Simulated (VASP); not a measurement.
Wanted: the native input for a VASP 6.6.1 run.

| Item | Value |
| --- | --- |
| Task | single point |
| Functional | PBE |
| Potentials or basis | VASP PAW PBE potentials, release 64 (Hf_pv, O) |
| Cutoff | 520 eV |
| k mesh | 4 × 4 × 4 |
| Occupations | gaussian, width 0.1 eV |
| Spin | no spin polarisation |
| Dipole correction | no |
| Further INCAR settings | ALGO = Fast; EDIFF = 1e-07; NBANDS = 56 |

The structure of HfO2 lies in POSCAR:

```
HfO2
1.0
    5.1180000000      0.0000000000      0.0000000000
    0.0000000000      5.1857000000      0.0000000000
   -0.8586630598      0.0000000000      5.2138671406
Hf O
4 8
Direct
    0.2755000000      0.0397000000      0.2080000000
    0.7245000000      0.5397000000      0.2920000000
    0.7245000000      0.9603000000      0.7920000000
    0.2755000000      0.4603000000      0.7080000000
    0.4487000000      0.7581000000      0.4801000000
    0.5513000000      0.2581000000      0.0199000000
    0.5513000000      0.2419000000      0.5199000000
    0.4487000000      0.7419000000      0.9801000000
    0.0742000000      0.3316000000      0.3467000000
    0.9258000000      0.8316000000      0.1533000000
    0.9258000000      0.6684000000      0.6533000000
    0.0742000000      0.1684000000      0.8467000000
```

One way to write it, as run:

INCAR

```
PREC = Accurate
ENCUT = 520
EDIFF = 1E-7
ISMEAR = 0
SIGMA = 0.1
LREAL = False
LASPH = True
NELM = 80
ALGO = Fast
ISIF = 2
LWAVE = False
LCHARG = False
GGA = PE
NBANDS = 56
```

KPOINTS

```
regular mesh
0
Gamma
  4 4 4
```

Potentials or basis: VASP PAW PBE potentials, release 64 (Hf_pv, O).

Launch:

```sh
$ cat potpaw_PBE.64/Hf_pv/POTCAR potpaw_PBE.64/O/POTCAR > POTCAR
$ mpirun -np 1 vasp_std > vasp.out
```

It gave:

```json
{
 "Pressure": "2.7 GPa",
 "Largest force": "0.458 eV/Å",
 "Band gap on the k mesh": "4.11 eV, indirect (least direct gap 4.20 eV)"
}
```

Caveat: spin-orbit coupling is left out, which moves the levels of the heavy elements.

Wall time 2.1 min on 1 thread of Intel(R) Xeon(R) 6975P-C (Granite Rapids), on a shared host, peak memory 0.34 GiB.
